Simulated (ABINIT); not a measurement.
# GaSb (F-43m) in ABINIT: a series of runs, part 2 of 3

ABINIT 10.8.3 (patched build).

**4. Single point, PBE (cell relaxed)**

File run.abi:

```
pp_dirpath "./"
pseudos "Sb.upf, Ga.upf"

acell 4.3986241297 4.3986241297 4.3986241297 Angstrom
rprim
     0.0000000000     0.7071067812     0.7071067812
     0.7071067812     0.0000000000     0.7071067812
     0.7071067812     0.7071067812     0.0000000000
ntypat 2
znucl 51 31
natom 2
typat 1 2
xred
     0.7500000000     0.7500000000     0.7500000000
     0.0000000000     0.0000000000     0.0000000000
chkprim 0
chksymtnons 0
tolsym 1.0e-6

ecut 40.0

kptopt 1
ngkpt 6 6 6
nshiftk 1
shiftk 0.0 0.0 0.0

ixc 11

nband 18
occopt 3
tsmear 0.05 eV

nstep 100
tolvrs 1.0e-10

iomode 3
prtwf 0
prteig 0
prtebands 0
enunit 2
prtvol 2
prtden 1
prtvha 1
prtvclmb 1
prtpot 1
prtelf 1
```

Potentials or basis: PseudoDojo NC SR PBE v0.4.1 standard.

Launch:

```sh
> abinit run.abi > log 2>&1
```

run.abo:

```text
.Version 10.8.3 of ABINIT
 Symmetries : space group F-4 3 m (#216); Bravais cF (face-center cubic)
================================================================================
 Values of the parameters that define the memory need of the present run
     intxc =       0    ionmov =       0      iscf =       7    lmnmax =       6
     lnmax =       6     mgfft =      48  mpssoang =       3    mqgrid =    3001
     natom =       2  nloc_mem =       1    nspden =       1   nspinor =       1
    nsppol =       1      nsym =      24    n1xccc =    2501    ntypat =       2
    occopt =       3   xclevel =       2
       mpw =        4926          nfft =      110592          nkpt =          16
================================================================================
================================================================================

--------------------------------------------------------------------------------
------------- Echo of variables that govern the present computation ------------
--------------------------------------------------------------------------------
 -outvars: echo values of preprocessed input variables --------
            acell      8.3121949359E+00  8.3121949359E+00  8.3121949359E+00 Bohr
              amu      1.21753000E+02  6.97230000E+01
          chkprim           0
      chksymtnons           0
             ecut      4.00000000E+01 Hartree
           enunit           2
              ixc          11
         kptrlatt        6    0    0      0    6    0      0    0    6
          kptrlen      4.98731696E+01
            natom           2
            nband          18
            ngfft          48      48      48
             nkpt          16
            nstep         100
             nsym          24
           ntypat           2
           occopt           3
        prtebands           0
           prteig           0
           prtelf           1
           prtpot           1
         prtvclmb           1
           prtvha           1
           prtvol           2
            prtwf           0
            rprim      0.0000000000E+00  7.0710678120E-01  7.0710678120E-01
                       7.0710678120E-01  0.0000000000E+00  7.0710678120E-01
                       7.0710678120E-01  7.0710678120E-01  0.0000000000E+00
          spgroup         216
           tolsym      1.00000000E-06
           tolvrs      1.00000000E-10
           tsmear      1.83746611E-03 Hartree
            typat      1  2
           xangst      4.6654454251E+00  4.6654454251E+00  4.6654454251E+00
                       0.0000000000E+00  0.0000000000E+00  0.0000000000E+00
            xcart      8.8164141088E+00  8.8164141088E+00  8.8164141088E+00
                       0.0000000000E+00  0.0000000000E+00  0.0000000000E+00
             xred      7.5000000000E-01  7.5000000000E-01  7.5000000000E-01
                       0.0000000000E+00  0.0000000000E+00  0.0000000000E+00
            znucl       51.00000   31.00000

================================================================================

 chkinp: Checking input parameters for consistency.

================================================================================
== DATASET  1 ==================================================================

--- !DatasetInfo
iteration_state: {dtset: 1, }
dimensions: {natom: 2, nkpt: 16, mband: 18, nsppol: 1, nspinor: 1, nspden: 1, mpw: 4926, }
cutoff_energies: {ecut:  40.0, pawecutdg:  -1.0, }
electrons: {nelect:   2.80000000E+01, charge:   0.00000000E+00, occopt:   3.00000000E+00, tsmear:   1.83746611E-03, }
[... 218 lines left out ...]
   2.00000    2.00000    2.00000    2.00000    1.99937    1.99937    0.00000    0.00000
   0.00000    0.00000
 kpt#   3, nband= 18, wtk=  0.03704, kpt=  0.3333  0.0000  0.0000 (reduced coord)
[... 96 lines left out ...]
  -0.90073   -0.90069   -0.90061   -0.90023   -0.90018   -0.39468   -0.39308   -0.39296
  -0.39221   -0.39208   -0.17963   -0.07400    0.03679    0.07474    0.25514    0.28935
   0.34935    0.36928
      occupation numbers for kpt#  15
   2.00000    2.00000    2.00000    2.00000    2.00000    2.00000    2.00000    2.00000
   2.00000    2.00000    2.00000    2.00000    2.00000    2.00000    0.00000    0.00000
   0.00000    0.00000
 kpt#  16, nband= 18, wtk=  0.05556, kpt= -0.3333  0.5000  0.1667 (reduced coord)
  -0.90078   -0.90064   -0.90058   -0.90025   -0.90016   -0.39482   -0.39296   -0.39285
  -0.39231   -0.39204   -0.17049   -0.08336    0.04638    0.05259    0.24782    0.26008
   0.37436    0.37547
      occupation numbers for kpt#  16
   2.00000    2.00000    2.00000    2.00000    2.00000    2.00000    2.00000    2.00000
   2.00000    2.00000    2.00000    2.00000    2.00000    2.00000    0.00000    0.00000
   0.00000    0.00000
 Fermi (or HOMO) energy (eV) =   4.26026   Average Vxc (eV)=  -9.18161
 Eigenvalues (   eV  ) for nkpt=  16  k points:
 kpt#   1, nband= 18, wtk=  0.00463, kpt=  0.0000  0.0000  0.0000 (reduced coord)
 -24.51080  -24.51080  -24.51080  -24.49653  -24.49653  -10.70997  -10.70997  -10.70997
 -10.66889  -10.66889   -6.91587    3.91599    4.22639    4.22639    4.22639    7.02864
   7.02864    7.02864
 kpt#   2, nband= 18, wtk=  0.03704, kpt=  0.1667  0.0000  0.0000 (reduced coord)
 -24.51064  -24.51020  -24.51020  -24.49637  -24.49637  -10.71567  -10.70733  -10.70733
 -10.66917  -10.66917   -6.65171    1.51937    3.85724    3.85724    5.09413    7.53783
   7.53783    8.05367
 kpt#   3, nband= 18, wtk=  0.03704, kpt=  0.3333  0.0000  0.0000 (reduced coord)
 -24.51037  -24.50914  -24.50914  -24.49600  -24.49600  -10.72691  -10.70264  -10.70264
 -10.66915  -10.66915   -5.95386   -0.79593    3.34969    3.34969    4.72046    7.98790
   7.98790   10.48623
 kpt#   4, nband= 18, wtk=  0.01852, kpt=  0.5000  0.0000  0.0000 (reduced coord)
 -24.51026  -24.50867  -24.50867  -24.49576  -24.49576  -10.73244  -10.70068  -10.70068
 -10.66875  -10.66875   -5.41807   -1.89682    3.15339    3.15339    4.53599    7.98673
   7.98673   10.76871
 kpt#   5, nband= 18, wtk=  0.02778, kpt=  0.1667  0.1667  0.0000 (reduced coord)
[... 32 lines left out ...]
 -24.51310  -24.50604  -24.50604  -24.49780  -24.49405  -10.74761  -10.68843  -10.68843
 -10.67895  -10.66613   -4.66603   -2.35426    1.82709    1.82709    5.18939    5.57751
  12.62835   12.62835
 kpt#  14, nband= 18, wtk=  0.11111, kpt=  0.5000  0.3333  0.1667 (reduced coord)
 -24.51104  -24.50830  -24.50731  -24.49682  -24.49512  -10.73700  -10.69700  -10.69497
 -10.67327  -10.66806   -5.36004   -1.34937    1.37665    2.37212    6.75555    7.37508
   8.49578   10.62963
 kpt#  15, nband= 18, wtk=  0.11111, kpt= -0.3333  0.3333  0.1667 (reduced coord)
 -24.51014  -24.50890  -24.50673  -24.49659  -24.49521  -10.73974  -10.69622  -10.69289
 -10.67252  -10.66910   -4.88809   -2.01365    1.00111    2.03366    6.94258    7.87359
   9.50632   10.04857
 kpt#  16, nband= 18, wtk=  0.05556, kpt= -0.3333  0.5000  0.1667 (reduced coord)
 -24.51144  -24.50773  -24.50605  -24.49716  -24.49468  -10.74371  -10.69305  -10.69009
 -10.67518  -10.66801   -4.63933   -2.26834    1.26218    1.43100    6.74358    7.07717
  10.18679   10.21717
 Total charge density [el/Bohr^3]
)     Maximum=    1.9027E+00  at reduced coord.    0.0417    0.0417    0.8958
)Next maximum=    1.9027E+00  at reduced coord.    0.0208    0.0417    0.8958
)     Minimum=    4.8705E-05  at reduced coord.    0.0000    0.0000    0.0000
)Next minimum=    3.5764E-04  at reduced coord.    0.7500    0.7500    0.7500
   Integrated=    2.8000E+01

--- !EnergyTerms
iteration_state     : {dtset: 1, }
comment             : Components of total free energy in Hartree
kinetic             :  1.15852211893851E+02
hartree             :  5.14281819255173E+01
xc                  : -4.36637197957192E+01
Ewald energy        : -9.01382917431739E+01
psp_core            :  3.54051134636158E+00
local_psp           : -1.46867190861175E+02
non_local_psp       : -5.75903971324082E+01
internal            : -1.67438694366747E+02
'-kT*entropy'       : -3.54898796604562E-05
total_energy        : -1.67438729856626E+02
total_energy_eV     : -4.55623995066513E+03
band_energy         : -1.30950696655831E+01
...

 Cartesian components of stress tensor (hartree/bohr^3)
  sigma(1 1)=  2.27737143E-06  sigma(3 2)=  0.00000000E+00
  sigma(2 2)=  2.27737143E-06  sigma(3 1)=  0.00000000E+00
  sigma(3 3)=  2.27737143E-06  sigma(2 1)=  0.00000000E+00

-Cartesian components of stress tensor (GPa)         [Pressure= -6.7003E-02 GPa]
- sigma(1 1)=  6.70025806E-02  sigma(3 2)=  0.00000000E+00
- sigma(2 2)=  6.70025806E-02  sigma(3 1)=  0.00000000E+00
- sigma(3 3)=  6.70025806E-02  sigma(2 1)=  0.00000000E+00

== END DATASET(S) ==============================================================
================================================================================

 -outvars: echo values of variables after computation  --------
            acell      8.3121949359E+00  8.3121949359E+00  8.3121949359E+00 Bohr
           etotal     -1.6743872986E+02
            fcart     -4.5811911565E-29 -4.5811911565E-29  1.3743573470E-28
                       4.5811911565E-29  4.5811911565E-29 -1.3743573470E-28
            rprim      0.0000000000E+00  7.0710678120E-01  7.0710678120E-01
                       7.0710678120E-01  0.0000000000E+00  7.0710678120E-01
                       7.0710678120E-01  7.0710678120E-01  0.0000000000E+00
           strten      2.2773714262E-06  2.2773714262E-06  2.2773714262E-06
                       0.0000000000E+00  0.0000000000E+00  0.0000000000E+00
           xangst      4.6654454251E+00  4.6654454251E+00  4.6654454251E+00
                       0.0000000000E+00  0.0000000000E+00  0.0000000000E+00
             xred      7.5000000000E-01  7.5000000000E-01  7.5000000000E-01
                       0.0000000000E+00  0.0000000000E+00  0.0000000000E+00
 Calculation completed.
```

Run time: 1.7 min. Hardware: 1 thread of Intel Xeon at 2.70GHz, shared host; peak memory 0.11 GiB.

Results:

```
Free energy                                           : -4556.2400 eV
Pressure                                              : -0.1 GPa
Band gap on the k mesh                                : none (metal or under the smearing width)
Valence electrons inside the program's atomic spheres : Sb 11.24; Ga 10.79
```

Caveat: this crystal is a semiconductor, whose small gap the functional closes, so the metal is an error of the method. Spin-orbit coupling is left out, which matters for the levels of Sb.

(Continued in part 3 of 3.)
